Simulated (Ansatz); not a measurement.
Crystal: ZrN.

```
Zr N
1.0
     0.00000    2.30000    2.30000
     2.30000    0.00000    2.30000
     2.30000    2.30000    0.00000
Zr N
1 1
Cartesian
  2.3000 2.3000 2.3000
  0.0000 0.0000 0.0000
```

```yaml
Program: Ansatz 0.2.0
Task: relaxation of cell and atoms
Functional: BLYP
Potentials_or_basis: Ansatz PAW
Cutoff: "420 eV (not typed: the program's choice for these potentials)"
k_mesh: 10 × 10 × 10
Occupations: fermi-dirac, width 0.05 eV
Spin: no spin polarisation
```

At the start: volume 12.17 Å³/atom.

Task: Where does the relaxation end?

Result: It ends after 7 steps and the volume is 12.54 Å³/atom (+3.1 %); space group Fm-3m (No. 225, to 0.05 Å).

Step by step:
| step | energy change (eV) | largest force (eV/Å) | volume (Å³) |
| --- | --- | --- | --- |
| 1 | 0.0000 | 0.0000 | 24.33 |
| 2 | -0.0068 | 0.0000 | 25.56 |
| 3 | -0.0147 | 0.0000 | 25.10 |
| 4 | -0.0148 | 0.0000 | 25.07 |
| 5 | -0.0171 | 0.0000 | 25.07 |
| 6 | -0.0171 | 0.0000 | 25.09 |
| 7 | -0.0171 | 0.0000 | 25.09 |

Final structure:
```
Zr N
1.0
     0.00000    2.32350    2.32350
     2.32350    0.00000    2.32350
     2.32350    2.32350    0.00000
Zr N
1 1
Cartesian
  2.3235 2.3235 2.3235
  0.0000 0.0000 0.0000
```

Caveat: the plane-wave basis is chosen anew once the cell has moved, so the energies of steps on either side of that aren't comparable; the pressure holds a Pulay correction of +0.5 GPa for the finite cutoff; the PAW data sets come from PBE, with cores solved anew for the run's functional, which leaves a small shift of forces and pressure.
